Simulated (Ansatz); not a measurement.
Input and command of a calculation in Ansatz (plane waves; scalar-relativistic PAW potentials unless the input names others):

```yaml
crystal:
  lattice:
    - [4.4069948456, 0.0, 0.0]
    - [0.0, 4.4069948456, 0.0]
    - [0.0, 0.0, 4.4069948456]
  atoms:
    - { symbol: Al, position: [0.5, 0.4975635241, 0.0] }
    - { symbol: Al, position: [0.5, -0.0085091999, 0.5] }
    - { symbol: Al, position: [0.0, 0.4975635241, 0.5] }
    - { symbol: Ga, position: [0.0, 0.0070974368, 0.0] }
    - { symbol: "N", position: [0.7471480564, 0.7423199196, 0.2528519436] }
    - { symbol: "N", position: [0.742267379, 0.2529044842, 0.742267379] }
    - { symbol: "N", position: [0.2528519436, 0.7423199196, 0.7471480564] }
    - { symbol: "N", position: [0.257732621, 0.2529044842, 0.257732621] }
basis:
  ecutwfc: 420
kpoints:
  mp_grid: { grid: [6, 6, 6] }
hamiltonian:
  xc: pbesol
scf:
  occupations: { method: gaussian, width: 0.05 }
  mixing: { algorithm: msr1, beta: 0.3, ndim: 2 }
output:
  forces: true
  eigenvalues: true
  stress: true
```

```bash
ansatz run input.yaml --threads 2 --pin off --max-ram 5120MiB --backend cpu --events-out ev --progress --plain --runs-dir out
```

Abridged log:
```
Pseudopotentials: kind: paw
Pseudopotential: Al, paw, valence charge 3, recommended cutoff 420 eV (normal)
Pseudopotential: Ga, paw, valence charge 13, recommended cutoff 420 eV (normal)
Pseudopotential: N, paw, valence charge 5, recommended cutoff 420 eV (normal)
Functional definition: PBEsol
Crystal: 8 atoms, lattice volume = 85.591 Å³
Basis set: ecut = 420 eV, 1743 PW (Γ), exchange–correlation on 60×60×60 points (8 copies of the dense FFT grid, shifted against one another)
Bands: 29, of which v1, the nominal top of the filled ones, is band 21 counted from 1 (20 counted from 0)
Symmetry: 4 space group operations
Space group: Cmm2 (ITA 35), of the structure as read, at distance tolerance 4.4e-5 Å
k-points: 52 of 216 (time reversal used)
Initial density: superposition of atomic densities (neutral atoms: chi_scale 0, normalization atom), corrected by the library's trained network
Initial wavefunctions: pseudopotential atomic-orbital guess
Functional: x = pbesol(κ = 0.804, μ = 0.12345679), c = pbesol(β = 0.046)
SCF iter   1: F=—  HF=-6840.587197 eV  |F-HF|=—  |Δ(HF+E_count)|=         —  Δρ=1.06e-2  dr2=1.00e-1  ethr=1.77e-3  ⟨swp⟩=7.2  Hψ=7538  notcnv=0
SCF iter   2: F=—  HF=-6840.563919 eV  |F-HF|=—  |Δ(HF+E_count)|=   2.33e-2  Δρ=4.71e-3  dr2=2.13e-2  ethr=2.39e-4  ⟨swp⟩=2.0  Hψ=2120  notcnv=0  defer=166
SCF iter   3: F=—  HF=-6840.558343 eV  |F-HF|=—  |Δ(HF+E_count)|=   5.58e-3  Δρ=1.05e-3  dr2=6.30e-4  ethr=5.07e-5  ⟨swp⟩=2.0  Hψ=2145  notcnv=0  defer=123
automatic band count: iteration 3 solves 28 bands in place of 29: the levels show a gap, and the empty bands left out lie too high to hold charge; the band table lists the bands solved (type scf.n_extra_bands for more)
SCF iter   4: F=—  HF=-6840.558268 eV  |F-HF|=—  |Δ(HF+E_count)|=   7.58e-5  Δρ=3.83e-4  dr2=1.47e-4  ethr=1.50e-6  ⟨swp⟩=2.0  Hψ=2316  notcnv=0  defer=123
SCF iter   5: F=—  HF=-6840.558260 eV  |F-HF|=—  |Δ(HF+E_count)|=   7.34e-6  Δρ=2.22e-4  dr2=2.66e-5  ethr=3.51e-7  ⟨swp⟩=2.0  Hψ=2344  notcnv=0  defer=123
SCF iter   6: F=—  HF=-6840.558131 eV  |F-HF|=—  |Δ(HF+E_count)|=   1.30e-4  Δρ=6.83e-5  dr2=5.11e-6  ethr=6.34e-8  ⟨swp⟩=2.0  Hψ=2400  notcnv=0  defer=123
SCF iter   7: F=—  HF=-6840.558130 eV  |F-HF|=—  |Δ(HF+E_count)|=   9.11e-7  Δρ=3.35e-5  dr2=1.30e-6  ethr=1.22e-8  ⟨swp⟩=2.0  Hψ=1722  notcnv=0  defer=123
SCF iter   8: F=—  HF=-6840.558130 eV  |F-HF|=—  |Δ(HF+E_count)|=   2.32e-7  Δρ=2.10e-5  dr2=2.85e-7  ethr=3.11e-9  ⟨swp⟩=2.0  Hψ=2371  notcnv=0  defer=123
SCF iter   9: F=-6840.558130 eV  HF=-6840.558130 eV  |F-HF|=9.85e-8  |Δ(HF+E_count)|=   2.23e-7  Δρ=1.15e-5  dr2=7.82e-8  ethr=2.38e-10  ⟨swp⟩=9.5  Hψ=6663  notcnv=0
SCF 1 converged in 9 iterations: F = -6840.558130 eV  dr2 = 7.82e-8
SCF converged after 9 iterations
Free energy (F): -6840.558130 eV
Harris-Foulkes:  -6840.558130 eV  (|F-HF|=9.85e-8)
Internal energy: -6840.558130 eV  (E = F + TS)
E sigma→0 (E₀):  -6840.558130 eV
Fermi energy:    9.153906 eV
--- Forces (eV/Å), atoms counted from 1 ---
  atom   1  Al     0.00000000     0.06244117     0.00000000
  atom   2  Al     0.00000000     0.21810902     0.00000000
  atom   3  Al     0.00000000     0.06244117     0.00000000
  atom   4  Ga     0.00000000    -0.46964698     0.00000000
  atom   5  N     -0.03363058     0.03225227     0.03363058
  atom   6  N      0.03190134     0.03107477     0.03190134
  atom   7  N      0.03363058     0.03225227    -0.03363058
  atom   8  N     -0.03190134     0.03107477    -0.03190134
--- Stress (GPa, compression-positive) ---
        0.039486       0.000000       0.311142
        0.000000      -0.026725       0.000000
        0.311142       0.000000       0.039486
  P = ⅓ Tr σ = 0.0174 GPa (0.174 kbar)
```

Apart from outputs and empty bands, the input differs from a reference run on usual settings in scf.mixing.algorithm: not typed → "msr1"; scf.mixing.beta: not typed → 0.3; scf.mixing.ndim: not typed → 2. The reference, at the same geometry (not necessarily relaxed), gave pressure 0.02 GPa, largest force 0.470 eV/Å, gap on the mesh 3.28 eV. This run converged in 9 SCF iterations (reference: 7) with an energy at zero smearing within 0.01 meV/atom of the reference's, pressure 0.02 GPa, largest force 0.470 eV/Å, gap on the mesh 3.28 eV.

It took 7.7 s on 2 threads of Arm Neoverse V1, on a shared host, peak memory 0.37 GiB.